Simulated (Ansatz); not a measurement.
# Na: the cost of one run

Computed with Ansatz 0.2.0 (DFT PBE, scalar-relativistic, plane waves, PAW, unless a step's input says otherwise).

## (1) The starting structure

It takes space group P6_3/mmc (No. 194, hexagonal). The conventional cell has a = 3.689 Å, b = 3.689 Å, c = 6.269 Å, α = 90.00°, β = 90.00°, γ = 120.00°. Na (site symmetry -6m2) is surrounded by 12 Na at 3.69 to 3.79 Å.

As a file:

```
Na
1.0
     3.68877    0.00000    0.00000
    -1.84439    3.19457    0.00000
     0.00000    0.00000    6.26919
Na
2
Cartesian
  0.0000 2.1297 1.5673
  1.8444 1.0649 4.7019
```

This is candidate A: structure listed in a database for this formula (P6_3/mmc, No. 194).

(A quick probe on a coarse mesh, which set the mesh and smearing, is not shown.)

## (3) Full relaxation (candidate A)

Input file input.yaml:

```yaml
crystal:
  lattice:
    - [3.6887707041, 0.0, 0.0]
    - [-1.844385352, 3.1945691385, 0.0]
    - [0.0, 0.0, 6.269194]
  atoms:
    - { symbol: Na, position: [0.33333333, 0.66666667, 0.25] }
    - { symbol: Na, position: [0.66666667, 0.33333333, 0.75] }
basis:
  ecutwfc: 420
kpoints:
  mp_grid: { grid: [15, 15, 8] }
hamiltonian:
  xc: pbe
scf:
  occupations: { method: gaussian, width: 0.1 }
output:
  forces: true
  stress: true
  eigenvalues: true
relax:
  adjacent_minimum: "off"
  f_tol: 0.01
  max_steps: 80
  cell: { stress_tol: 0.05 }
```

**Question.** How long does this run take on 1 thread of an Arm CPU, shared host, and how much memory does it need?

About 32 s, with a peak of 0.4 GiB.
